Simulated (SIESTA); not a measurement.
# In under changes of volume

One of the cells (26.540 Å³/atom); the others are scaled copies at fixed shape and fractional positions:

```xyz
2
Lattice="3.3355 0.0000 0.0000 -1.6677 2.8886 0.0000 0.0000 0.0000 5.5091" Properties=species:S:1:pos:R:3 pbc="T T T"
In    1.6677    0.9629    4.1319
In    0.0000    1.9257    1.3773
```

This isn't the form of In at room conditions, which is tetragonal.

- Program: SIESTA 5.4.2
- Functional: PBEsol
- Potentials or basis: PseudoDojo 0.4 standard (PBEsol files)
- Basis: DZP (energy shift 0.003 Ry; two zetas on semicore shells)
- Grid cutoff: 500 Ry
- Energy shift: 0.003 Ry
- k mesh: 9 × 9 × 5
- Occupations: fermi-dirac, width 0.05 eV
- Spin: no spin polarisation

| volume (Å³/atom) | energy over the lowest point (meV/atom) | pressure (GPa) |
| --- | --- | --- |
| 24.948 | ? | ? |
| 25.478 | 0.81 | 0.8 |
| 26.009 | 0.00 | -0.2 |
| 26.540 | 2.20 | -1.0 |
| 27.071 | 7.01 | -1.7 |
| 27.602 | 13.97 | -2.3 |
| 28.133 | 22.74 | -2.8 |

Q: What does the run at 24.948 Å³/atom give?

A: Energy over the lowest point 5.14 meV/atom; pressure 1.9 GPa.

Worked out: A Birch-Murnaghan fit of order 3 (a polynomial in V^(-2/3)) to the other rows has its minimum at 25.87 Å³/atom with B0 = V·E''(V) = 47 GPa and B' = 7.0 at fixed shape and positions, which overstates the stiffness. It gives 5.21 meV/atom at 24.948 Å³/atom, against the run's 5.14, and -dE/dV = 1.9 GPa, against 1.9.

Energies are extrapolated to zero smearing.

Caveats: the basis of atomic orbitals isn't converged, which shifts pressures, moduli and gaps.
